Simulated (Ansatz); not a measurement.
Set up this calculation in Ansatz 0.2.0, as the native input.

```
Task                : relaxation of cell and atoms
Functional          : PBEsol
Dispersion          : D4
Potentials or basis : all-electron LAPW, scalar-relativistic
Basis error allowed : 0.001 eV/atom
k mesh              : 12 × 12 × 12
Occupations         : fermi-dirac, width 0.05 eV
Spin                : no spin polarisation
```

Crystal: Pd.

```
Pd
1.0
     0.00000    1.94650    1.94650
     1.94650    0.00000    1.94650
     1.94650    1.94650    0.00000
Pd
1
Direct
  0.00000 0.00000 0.00000
```

These files were run (other wordings do the same):

input.yaml

```yaml
crystal:
  lattice:
    - [0.0, 1.9465, 1.9465]
    - [1.9465, 0.0, 1.9465]
    - [1.9465, 1.9465, 0.0]
  atoms:
    - { symbol: Pd, position: [0.0, 0.0, 0.0] }
kpoints:
  mp_grid: { grid: [12, 12, 12] }
scf:
  occupations: { method: fermi_dirac, width: 0.05 }
hamiltonian:
  xc: pbesol
  dispersion: d4
  pseudopotentials: { kind: all_electron, lapw: { basis_error: 0.001 } }
output:
  forces: true
  stress: true
relax:
  f_tol: 0.02
  max_steps: 60
  cell: {}
```

Potentials or basis: all-electron LAPW, scalar-relativistic.

The run is started by

```sh
$ ansatz run input.yaml --threads 1 --pin off --max-ram 3072MiB --backend cpu --events-out ev --progress --plain --runs-dir out
```

Results of the run:

- Relaxed volume: 14.33 Å³/atom
- Relaxed cell: a = 2.726 Å, b = 2.726 Å, c = 2.726 Å, α = 60.00°, β = 60.00°, γ = 60.00°
- Space group after relaxing (to 0.05 Å): Fm-3m (No. 225)
- Energy gained by relaxing: 8.0 meV/atom
- Ionic steps: 5
- Pressure after relaxing: 0.0 GPa

It took 16 s on 1 thread of Intel(R) Xeon(R) 6975P-C (Granite Rapids), on a shared host, peak memory 0.32 GiB.
